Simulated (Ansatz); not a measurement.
Energy, volume and coordination in Mg3Sn3N

These are results of DFT PBE, scalar-relativistic, plane waves, PAW in Ansatz 0.2.0, not measurements. All cells share a 420 eV cutoff and Γ-centred k meshes spaced at most about 0.3 Å⁻¹ (about 0.25 or finer for metals, 2π included). No spin polarisation.

All energies are static (0 K, no zero-point motion). Rows are sorted by volume; energies count from the lowest form computed. Coordination counts Mg or Sn atoms around N (for each partner element, those within 1.25 times its shortest distance or 1.15 times the sum of covalent radii, where it is the nearest in units of that sum or under 1.3).

```csv
row,form,source,atoms,coordination,V (Å³/atom),gap on mesh (eV),ΔE (meV/atom)
1,P3m1,invented,7,N 6,20.9,0,0
2,P4/mmm,invented,7,N 6,21.2,0,89
3,P3m1,invented,7,N 6,21.3,0,42
4,Cm,invented,7,N 6,21.4,0,11
5,P4/mmm,invented,7,N 6,21.6,0,62
6,P6_3/mcm,invented,14,N 6,23.3,0,?
```

The cell of row 6:

```
Mg Sn N
1.0
     8.06117    0.00000    0.00000
    -4.03059    6.98118    0.00000
     0.00000    0.00000    5.78995
Mg Sn N
6 6 2
Direct
  0.00000 0.19423 0.25000
  0.80577 0.00000 0.75000
  0.80577 0.80577 0.25000
  0.19423 0.19423 0.75000
  0.19423 0.00000 0.25000
  0.00000 0.80577 0.75000
  0.44100 0.00000 0.75000
  0.44100 0.44100 0.25000
  0.55900 0.55900 0.75000
  0.00000 0.55900 0.25000
  0.55900 0.00000 0.25000
  0.00000 0.44100 0.75000
  0.00000 0.00000 0.50000
  0.00000 0.00000 0.00000
```

Problem. Estimate the missing energy, and say where the row ranks.

Solution. 118 meV/atom, which puts it above row 2, the highest in the table. Counting Mg or Sn atoms around N, row 6 and the lowest form (row 1) both have N 6.

An observed structure of this formula, if there is one, may be missing.

For metals, differences of a few meV/atom aren't resolved. Cells relaxed within their symmetry can be saddle points. Some types were kept out of the candidates beforehand, so the set may lack a known form.

Row 6 is both the most voluminous form and the highest in energy, at 118 meV/atom, but volume does not order the whole set: row 2 is the second densest and still lies at 89, while the looser row 4 lies at only 11. The nitrogen count does not separate the forms either, since it is six throughout. What sets row 6 apart is probably how the octahedra are linked. Its coordinates give Mg6N octahedra sharing faces in columns along c, which brings the nitride ions close together with little screening between them, an arrangement that ionic bonding disfavours.

The tin atoms form zigzag chains between these columns. With Mg as a dication and N as nitride, each Sn carries one extra electron on average, which would call for three Sn–Sn bonds in a Zintl picture. A two-bonded chain is therefore electron-poor, consistent with the absence of a gap. The energies rank polymorphs only and leave open whether any of them survives against decomposition into magnesium nitride, magnesium stannide and tin.
